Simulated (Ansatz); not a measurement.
Input and command of a plane-wave DFT calculation in Ansatz:

```yaml
crystal:
  lattice:
    - [0.0, 3.326464758, 3.326464758]
    - [3.326464758, 0.0, 3.326464758]
    - [3.326464758, 3.326464758, 0.0]
  atoms:
    - { symbol: Hg, position: [0.0, 0.0, 0.0] }
    - { symbol: Te, position: [0.75, 0.75, 0.75] }
basis:
  ecutwfc: 420
kpoints:
  mp_grid: { grid: [12, 12, 12] }
hamiltonian:
  xc: pbe
scf:
  occupations: { method: fermi_dirac, width: 0.15 }
output:
  forces: true
  stress: true
  eigenvalues: true
relax:
  adjacent_minimum: "off"
  f_tol: 0.001
  max_steps: 60
  cell: { stress_tol: 0.02, p_target: -1.0 }
```

```bash
ansatz run input.yaml --threads 1 --pin off --max-ram 3072MiB --backend cpu --events-out ev --progress --plain --runs-dir out
```

Processor: Arm Neoverse V1, 1 thread, on a host shared with other jobs.

Question: Estimate time, memory and problem size.

Answer: About 51 s on 1 thread of Arm Neoverse V1, on a shared host, peak memory 0.43 GiB. It solves 23 bands at 72 k points (the mesh reduced by the symmetry that the task leaves, which can be less than the crystal's) with about 1459 plane waves (on the last cell), in 23 SCF iterations over 4 ionic steps.
